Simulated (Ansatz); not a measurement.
## TaSi₂: experiment and calculation

**Experimental background.**

From a printed reference work, monograph, for a bulk crystal of TaSi2: lattice constant a 4.7835 Å; lattice constant c 6.5698 Å.

How close the calculation comes is told below.

Computed with Ansatz 0.2.0, DFT PBE, scalar-relativistic, plane waves, PAW.

Plane waves to 420 eV, a k mesh through Γ of 12×12×6 on the computed 9-atom cell and Gaussian smearing (0.10 eV); no spin polarisation.

Relaxed structure, symmetry kept:

```
Ta Si
1.0
     4.80571    0.00000    0.00000
    -2.40285    4.16186    0.00000
     0.00000    0.00000    6.59735
Ta Si
3 6
Direct
  0.50000 0.00000 0.50000
  0.50000 0.50000 0.83333
  0.00000 0.50000 0.16667
  0.15892 0.31784 0.50000
  0.84108 0.15892 0.83333
  0.68216 0.84108 0.16667
  0.84108 0.68216 0.50000
  0.15892 0.84108 0.83333
  0.31784 0.15892 0.16667
```

- Space group: P6_222 (No. 180)
- Volume per atom: 98.9 bohr³
- Formation energy from the elements' standard states (uncorrected): -0.479 eV/atom
- Kohn–Sham band gap: none (metal)
- Density of states at the Fermi level: 3.20 states/eV per cell
- Löwdin character within 0.5 eV of the Fermi level: Ta 5d 68 %, Si 3p 23 %, unprojected 5 %
- Bulk modulus: 183 GPa
- Its pressure derivative: 4.4
- Bader charges (e): Ta (3 in the cell) 0.87, Si (6 in the cell) -0.43

Spin-orbit coupling is left out, which matters for the bands of heavy elements.

Measured lattice constant a of TaSi2: 4.7835 Å (a printed reference work, monograph). This calculation gives 4.806 Å (+0.5 %). Measured lattice constant c of TaSi2: 6.5698 Å (a printed reference work, monograph). This calculation gives 6.597 Å (+0.4 %). The calculation is for 0 K without zero-point motion.